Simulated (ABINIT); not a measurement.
Runs of ABINIT 10.8.3 (patched build) on ZrC. It takes space group Fm-3m (No. 225, cubic). The conventional cell has a = 4.730 Å, b = 4.730 Å, c = 4.730 Å, α = 90.00°, β = 90.00°, γ = 90.00°. Zr (site symmetry m-3m) is surrounded by 6 C at 2.37 Å. C (site symmetry m-3m) has 6 Zr at 2.37 Å as nearest neighbours. 

```tsv
task	level	potentials or basis	spin	k mesh	cutoff (eV)	fine-grid cutoff	dispersion computed by	gap on the mesh (eV)	pressure (GPa)	V0 of scaled cells (Å³/atom)	B0 (GPa)
band structure	SCAN	JTH PAW PBE v2.0	off	10 × 10 × 10	653	1251.72 eV	-	none	-1.9	-	-
equation of state	revPBE+D4	JTH PAW PBE v2.0	off	10 × 10 × 10	544	1088.46 eV	dftd4 4.3.1	-	-	12.82	(b)
band structure	rPW86PBE	JTH PAW PBE v2.0	SOC, no magnetisation	10 × 10 × 10	544	1088.46 eV	-	none	4.0	-	-
equation of state	LDA	JTH PAW LDA v2.0	off	10 × 10 × 10	544	1088.46 eV	-	-	-	12.50	247
equation of state	revPBE	JTH PAW PBE v2.0	off	10 × 10 × 10	544	1088.46 eV	-	-	-	13.19	215
equation of state	HCTH407	JTH PAW PBE v2.0	off	10 × 10 × 10	544	1088.46 eV	-	-	-	(c)	215
band structure	SOGGA	JTH PAW PBE v2.0	off	10 × 10 × 10	544	1088.46 eV	-	none	-10.2	-	-
band structure	PW91	JTH PAW PBE v2.0	SOC, no magnetisation	10 × 10 × 10	544	1088.46 eV	-	none	(a)	-	-
band structure	r2SCAN	JTH PAW LDA v2.0	off	10 × 10 × 10	653	1251.72 eV	-	none	(d)	-	-
single point	PBEsol	JTH PAW PBE v2.0	off	13 × 13 × 13	544	1088.46 eV	-	none	-8.7	-	-
equation of state	BP86+D3	JTH PAW PBE v2.0	off	10 × 10 × 10	544	1088.46 eV	-	-	-	12.62	239
band structure	PBE	SG15 NC PBE v1.2	off	10 × 10 × 10	1116	-	-	none	-2.9	-	-
```

Alike in all rows: cell as given; smearing fermi-dirac 0.05 eV.

**Question.** Estimate the missing entries.

**Answer.** (a) -3.2; (b) 228; (c) 12.84; (d) -1.5.

Caveats: the PAW data sets were made with another functional, which shifts forces and pressure a little (some runs); pressures at fixed basis lie under the slope of the energies (some runs).

A k mesh can miss the band edges, and rows without SOC leave out spin-orbit coupling on Zr.

A gap of «none» marks a metal or a gap under the smearing width.
